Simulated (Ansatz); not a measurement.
# Deforming CaO

```
CELL_PARAMETERS angstrom
0.00000 2.44900 2.44900
2.44900 0.00000 2.44900
2.44900 2.44900 0.00000
ATOMIC_POSITIONS crystal
Ca 0.00000 0.00000 0.00000
O 0.50000 0.50000 0.50000
```

Atoms are numbered in the order listed.

The geometry is COD entry 9006719, unchecked; take it as a test cell. It was measured hot, at 1427 K.

Theory: DFT, PBE, all-electron PAW with datasets made for the crystal, scalar-relativistic in Ansatz 0.2.0.

Settings: a Γ-centred 11×11×11 k mesh, Fermi–Dirac smearing of 0.02 eV, cutoff 280 eV (chosen by the program for this cell), no spin polarisation.

The unchanged cell is at -3.99 GPa.

Semilocal functionals give too small gaps.

x, y and z are the Cartesian axes of the cell as listed; fractional coordinates follow a strain, and an engineering shear is twice the off-diagonal strain component.

Vzz stands for the principal value of largest size of the field-gradient tensor, whatever its axis.

**Question.** With this change (equal xy, yz and zx engineering shear strains of -3 %), what becomes of the energy and stress and field gradients and gap?

**Answer.** Energy change +9 meV/atom; stress change (xx, yy, zz, yz, xz, xy) 0.00, 0.00, 0.00, 2.07, 2.07, 2.07 GPa, compression positive; Vzz in 10²¹ V/m²: Ca1 0 → 0.83 (η = 0.00), O2 0 → -0.44 (η = 0.00); gap on the k mesh 3.69 → 3.59 eV.

With z strained by +2 % at fixed volume: energy change +3 meV/atom; stress change (xx, yy, zz, yz, xz, xy) 1.22, 1.22, -1.90, 0.00, 0.00, 0.00 GPa, compression positive; Vzz in 10²¹ V/m²: Ca1 0 → 1.34 (η = 0.00), O2 0 → 0.76 (η = 0.00).

With atom 1 (Ca) moved by (0.0000, 0.0000, 0.0800) Å: energy change +4 meV/atom; stress change (xx, yy, zz, yz, xz, xy) -0.02, -0.02, 0.71, 0.00, 0.00, 0.00 GPa, compression positive; change of the force on Ca1 (0.000, 0.000, -0.179) eV/Å; Vzz in 10²¹ V/m²: Ca1 0 → -0.13 (η = 0.00), O2 0 → -0.10 (η = 0.00); gap on the k mesh 3.69 → 3.71 eV.

**Question.** What force constant does this one finite step give for Ca1 along its displacement (all its periodic images move with it)?

**Answer.** k = −ΔF·u/|u|² = 2.24 eV/Å², so the force pulls the atom back.
